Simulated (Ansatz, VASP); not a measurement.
**KF (Carobbiite) in VASP and in Ansatz**

The input INCAR:

```
SYSTEM = KF
PREC = Accurate
ENCUT = 520
EDIFF = 1E-7
ISMEAR = 0
SIGMA = 0.01
LREAL = .FALSE.
LASPH = .TRUE.
NELM = 100
ALGO = Normal
ISIF = 2
LWAVE = .FALSE.
LCHARG = .FALSE.
GGA = PE
NBANDS = 15
```

File KPOINTS:

```
regular mesh
0
G
  8 8 8
  0 0 0
```

The input POSCAR:

```
KF
1.0
    0.0000000000      2.6589566750      2.6589566750
    2.6589566750      0.0000000000      2.6589566750
    2.6589566750      2.6589566750      0.0000000000
K F
1 1
Direct
    0.0000000000      0.0000000000      0.0000000000
    0.5000000000      0.5000000000      0.5000000000
```

Input for Ansatz:

```yaml
crystal:
  lattice:
    - [0.0, 2.658956675, 2.658956675]
    - [2.658956675, 0.0, 2.658956675]
    - [2.658956675, 2.658956675, 0.0]
  atoms:
    - { symbol: K, position: [0.0, 0.0, 0.0] }
    - { symbol: F, position: [0.5, 0.5, 0.5] }
kpoints:
  mp_grid: { grid: [8, 8, 8] }
  band_path:
    path:
      - [0.0, 0.0, 0.0]
      - [0.5, 0.0, 0.5]
      - [0.625, 0.25, 0.625]
      - [0.375, 0.375, 0.75]
      - [0.5, 0.5, 0.5]
      - [0.5, 0.25, 0.75]
    npoints: 1
hamiltonian:
  xc: pbe
scf:
  occupations: { method: fixed }
  n_extra_bands: 4
output:
  forces: true
  stress: true
  eigenvalues: true
```

Alike in both runs: task single point; functional PBE; k mesh 8 × 8 × 8; no spin polarisation.

|  | VASP | Ansatz |
| --- | --- | --- |
| version | VASP 6.6.1 | Ansatz 0.2.0 |
| potentials or method | VASP PAW PBE potentials, release 64 (K_sv, F) | plane waves, PAW |
| plane-wave cutoff (eV) | 520 | 420 |
| occupations | gaussian, width 0.01 eV | fixed |
| valence electrons in the cell | 16 | 16 |

|  | VASP | Ansatz | Ansatz less VASP |
| --- | --- | --- | --- |
| gap on the k mesh at the Fermi level (eV) | 6.24 | 6.26 | +0.016 |
| pressure (GPa) | 2.0 | 1.9 | -0.05 |

A k mesh can miss the band edges. PBE gaps usually lie below the measured ones, often by a third to a half.
